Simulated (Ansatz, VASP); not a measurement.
**MnS in VASP and in Ansatz**

Contents of INCAR:

```
SYSTEM = MnS
PREC     = Accurate       ! precision mode
ENCUT    = 520            ! plane-wave cutoff, eV
EDIFF    = 1E-7           ! SCF threshold, eV
ISMEAR   = -1             ! smearing method
SIGMA    = 0.05           ! smearing width, eV
LREAL    = .FALSE.        ! projectors in reciprocal space
LASPH    = .TRUE.         ! aspherical terms in the spheres
NELM     = 150            ! most SCF steps
ALGO     = Normal         ! electronic algorithm
ISIF     = 2              ! what is computed and relaxed
LWAVE    = .FALSE.        ! write WAVECAR
LCHARG   = .FALSE.        ! write CHGCAR
ISPIN    = 2              ! spin polarisation
MAGMOM   = 4 0            ! initial moments
LORBIT   = 11             ! projections on sites
LMAXMIX  = 4              ! l up to which the mixer works
GGA      = PE             ! functional
NBANDS   = 20             ! bands
```

KPOINTS

```
Automatic mesh
0
G
  9 9 9
  0 0 0
```

Contents of POSCAR:

```
MnS
1.0
    0.0000000000      2.5692997390      2.5692997390
    2.5692997390      0.0000000000      2.5692997390
    2.5692997390      2.5692997390      0.0000000000
Mn S
1 1
Direct
    0.0000000000      0.0000000000      0.0000000000
    0.5000000000      0.5000000000      0.5000000000
```

File input.yaml:

```yaml
crystal:
  lattice:
    - [0.0, 2.569299739, 2.569299739]
    - [2.569299739, 0.0, 2.569299739]
    - [2.569299739, 2.569299739, 0.0]
  atoms:
    - { symbol: Mn, position: [0.0, 0.0, 0.0], spin: 4.0 }
    - { symbol: S, position: [0.5, 0.5, 0.5] }
hamiltonian:
  xc: pbe
  pseudopotentials: { kind: paw }
magnetization:
  spin_polarized: true
kpoints:
  mp_grid: { grid: [9, 9, 9] }
scf:
  occupations: { method: fermi_dirac, width: 0.05 }
output:
  forces: true
  stress: true
  eigenvalues: true
  write_density: true
  write_potential: true
  elf: true
  volumetric_format: npy
```

Change from the starting cell: volume scaled by 0.96.

Alike in both runs: task single point; functional PBE; k mesh 9 × 9 × 9; occupations fermi-dirac, width 0.05 eV; collinear spin, ferromagnetic start.

```csv
,VASP,Ansatz
version,VASP 6.6.1,Ansatz 0.2.0
potentials or method,"VASP PAW PBE potentials, release 64 (Mn_pv, S)",Ansatz PAW
plane-wave cutoff (eV),520,420
valence electrons in the cell,19,21
```

Ansatz gave:

```
gap on the k mesh at the Fermi level (eV)                     : none
pressure (GPa)                                                : -0.7
net moment per atom (μB)                                      : 2.31
size of the moment on the site where the two differ most (μB) : 4.12
```

**Question.** Which values does VASP return?

**Answer.** gap on the k mesh at the Fermi level (eV): none; pressure (GPa): -0.7; net moment per atom (μB): 2.31; size of the moment on the site where the two differ most (μB): 4.18.

Site moments also hang on the region over which each program counts them. A gap of «none» marks a metal or a gap that the smearing closes. With one functional, cell and mesh, what is left measures potentials, basis and numerics. The two sets of potentials don't hold the same shells in valence.

Caveats: a cell with one magnetic atom can't hold antiferromagnetic order, which such compounds often take; semilocal functionals often make such compounds metallic where correlation or magnetic order opens a gap, which also shifts bond lengths.
